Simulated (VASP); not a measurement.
Wanted: the native input for a VASP 6.6.1 run.

```yaml
Task: single point
Functional: PBE
Potentials_or_basis: VASP PAW PBE potentials, release 64 (Se_GW)
Cutoff: 450 eV
k_mesh: 5 × 5 × 3
Occupations: gaussian, width 0.02 eV
Spin: no spin polarisation
Further_INCAR_settings: ALGO = Normal; EDIFF = 1e-06
```

The structure of Se lies in POSCAR:

```
Se
1.0
    1.3942694300     -4.0390027650      0.0000000000
    1.3942694300      4.0390027650      0.0000000000
    0.0000000000      0.0000000000      4.6134314000
Se
2
Direct
    0.0643446800      0.9356553200      0.2500000000
    0.9356553200      0.0643446800      0.7500000000
```

This isn't the form of Se at room conditions, which is trigonal, of chains.

One way to write it, as run:

INCAR

```
  ALGO = Normal
  EDIFF = 1E-6
  ENCUT = 450
  GGA = PE
  ISIF = 2
  ISMEAR = 0
  LASPH = T
  LCHARG = F
  LREAL = F
  LWAVE = F
  NELM = 80
  PREC = Accurate
  SIGMA = 0.02
```

KPOINTS

```
k-points
0
Gamma
  5 5 3
```

Potentials or basis: VASP PAW PBE potentials, release 64 (Se_GW).

Command:

```bash
$ cat potpaw_PBE.64/Se_GW/POTCAR > POTCAR
$ mpirun -np 1 vasp_std > vasp.out
```

It gave:

```yaml
Pressure: 1.5 GPa
Largest_force: 0.147 eV/Å
Band_gap_on_the_k_mesh: none (metal or under the smearing width)
```

Caveat: the k mesh is coarse (spacing up to 0.48 Å⁻¹), so the values aren't converged.

Run time: 5.2 s on 1 thread of Intel(R) Xeon(R) 6975P-C (Granite Rapids), with other jobs on the host, peak memory 0.16 GiB.
